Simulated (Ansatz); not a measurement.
**HfSiO4 (Hafnon) under changes of volume**

One of the cells (10.733 Å³/atom); the others are scaled copies at fixed shape and fractional positions:

```xyz
12
Lattice="-3.2862 3.2862 2.9816 3.2862 -3.2862 2.9816 3.2862 3.2862 -2.9816" Properties=species:S:1:pos:R:3 pbc="T T T"
Hf    0.0000    0.0000    0.0000
Hf    0.0000    3.2862    1.4908
Si    0.0000    0.0000    2.9816
Si    3.2862    0.0000    1.4908
O     2.0736    3.2862    1.0746
O     3.2863   -1.2126    2.5654
O     1.2126    0.0000    4.0562
O     3.2862    1.2126    2.5654
O     2.0736    0.0000    0.4162
O     0.0000    1.2126    1.9070
O     4.4989    0.0000    0.4162
O     3.2862    2.0736   -1.0746
```

```yaml
Program: Ansatz 0.2.0
Functional: PBEsol
Potentials_or_basis: Ansatz PAW
Cutoff: "420 eV (not typed: the program's choice for these potentials)"
k_mesh: 6 × 6 × 6
Occupations: fermi-dirac, width 0.05 eV
Spin: no spin polarisation
```

| volume (Å³/atom) | energy over the lowest point (meV/atom) | pressure (GPa) | gap on the mesh (eV) | largest force (eV/Å) |
| --- | --- | --- | --- | --- |
| 10.089 | 38.97 | 19.0 | 5.65 | 1.034 |
| 10.304 | ? | ? | ? | ? |
| 10.519 | 5.25 | 6.6 | 5.46 | 0.625 |
| 10.733 | 0.00 | 1.3 | 5.36 | 0.443 |
| 10.948 | 1.46 | -3.5 | 5.27 | 0.283 |
| 11.163 | 9.05 | -7.8 | 5.18 | 0.167 |
| 11.377 | 22.08 | -11.6 | 5.08 | 0.171 |

Question: What does the run at 10.304 Å³/atom give?

Answer: Energy over the lowest point 17.97 meV/atom; pressure 12.5 GPa; gap on the mesh 5.55 eV; largest force 0.822 eV/Å.

Worked out: A Birch-Murnaghan fit of order 3 (a polynomial in V^(-2/3)) to the other rows has its minimum at 10.79 Å³/atom with B0 = V·E''(V) = 246 GPa and B' = 4.0 at fixed shape and positions, which overstates the stiffness. It gives 17.98 meV/atom at 10.304 Å³/atom, against the run's 17.97, and -dE/dV = 12.5 GPa, against 12.5. A straight line through the other rows of the gap, of slope -4.72 eV per unit of ln V, gives 5.55 eV, against the run's 5.55.

Energies are extrapolated to zero smearing.

Caveats: spin-orbit coupling is left out, which moves the levels of the heavy elements; the PAW data sets come from PBE, with cores solved anew for the run's functional, which leaves a small shift of forces and pressure; forces of over 1 eV/Å show positions far from the minimum, so gaps and moduli don't describe the material at rest (some runs).

A mesh can miss the band edges.
